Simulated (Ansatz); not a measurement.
**Li2Se: LAPW beside PAW**

Does the method matter for Li2Se? The same cell, functional and mesh are run with full-potential LAPW, PAW with frozen cores and all-electron PAW on datasets made for the crystal.

Method: DFT PBE, scalar-relativistic, in Ansatz 0.2.0.

1 further run of the same task is left out (set aside as unsound or not needed).

### Step 1. The structure to begin with

Symmetry: Fm-3m, No. 225, cubic system. The conventional cell has a = 6.006 Å, b = 6.006 Å, c = 6.006 Å, α = 90.00°, β = 90.00°, γ = 90.00°. Se (site symmetry m-3m) has 8 Li at 2.60 Å as nearest neighbours. Li (site symmetry -43m) has 4 Se at 2.60 Å as nearest neighbours.

Coordinates:

```
CELL_PARAMETERS angstrom
0.00000 3.00294 3.00294
3.00294 0.00000 3.00294
3.00294 3.00294 0.00000
ATOMIC_POSITIONS crystal
Se 0.00000 0.00000 0.00000
Li 0.25000 0.25000 0.25000
Li 0.75000 0.75000 0.75000
```

The structure (fluorite type) was typed from a prototype and relaxed by PAW; whether it is the ground state wasn't tested.

Atoms are numbered in the order of the input: Se1, Li2, Li3.

### Step 2. Full-potential LAPW

Contents of input.yaml:

```yaml
crystal:
  lattice:
    - [0.0, 3.0029415983, 3.0029415983]
    - [3.0029415983, 0.0, 3.0029415983]
    - [3.0029415983, 3.0029415983, 0.0]
  atoms:
    - { symbol: Se, position: [0.0, 0.0, 0.0] }
    - { symbol: Li, position: [0.25, 0.25, 0.25] }
    - { symbol: Li, position: [0.75, 0.75, 0.75] }
kpoints:
  mp_grid: { grid: [13, 13, 13] }
  band_path:
    path:
      - [0.0, 0.0, 0.0]
      - [0.5, 0.0, 0.5]
      - [0.625, 0.25, 0.625]
      - [0.375, 0.375, 0.75]
      - [0.0, 0.0, 0.0]
      - [0.5, 0.5, 0.5]
      - [0.5, 0.25, 0.75]
      - [0.5, 0.0, 0.5]
    npoints: 8
scf:
  occupations: { method: fermi_dirac, width: 0.05 }
hamiltonian:
  xc: pbe
  pseudopotentials: { kind: all_electron, lapw: { basis_error: 0.001 } }
output:
  forces: true
  stress: true
  eigenvalues: true
  populations: true
  dos: { projected: true, de: 0.2, e_range: [-14, 8] }
```

### Step 3. PAW with frozen cores

input.yaml: that of step 2 with these lines changed.

```diff
@@ -26,3 +26,3 @@
   xc: pbe
-  pseudopotentials: { kind: all_electron, lapw: { basis_error: 0.001 } }
+  pseudopotentials: { kind: paw }
 output:
@@ -31,3 +31,5 @@
   eigenvalues: true
+  efg: { contact_densities: true }
   populations: true
+  bader: true
   dos: { projected: true, de: 0.2, e_range: [-14, 8] }
```

### Step 4. All-electron PAW on datasets made for the crystal

input.yaml: that of step 3 with these lines changed.

```diff
@@ -26,3 +26,3 @@
   xc: pbe
-  pseudopotentials: { kind: paw }
+  pseudopotentials: { kind: all_electron, datasets: crystal }
 output:
@@ -32,4 +32 @@
   efg: { contact_densities: true }
-  populations: true
-  bader: true
-  dos: { projected: true, de: 0.2, e_range: [-14, 8] }
```

(Steps that only read results are left out.)

What does the calculation give? Wanted: pressure; gap; Bader charges.

As calculated:

| quantity | value |
| --- | --- |
| pressure | LAPW 0.01, PAW 0.01, crystal datasets 0.01 GPa |
| gap (LAPW) | 2.98 eV, indirect from Γ to X |
| Bader charges (PAW) | Se1 -1.72, Li2 +0.86 e |

What this shows: The pressure is within half a GPa of zero, so the volume is close to equilibrium at this level. The gap is 2.98 eV, indirect from Γ to X. It is the Kohn-Sham gap of a semilocal functional, which mostly lies below the gap found in experiment. The top eV of the valence band is mostly Se 4p (98 % of the projected weight). The projection holds only the free atom's occupied shells (Se 4s, Se 4p, Li 2s in this range). PAW lies less than 0.01 GPa from LAPW in pressure and less than 0.01 eV in the gap.
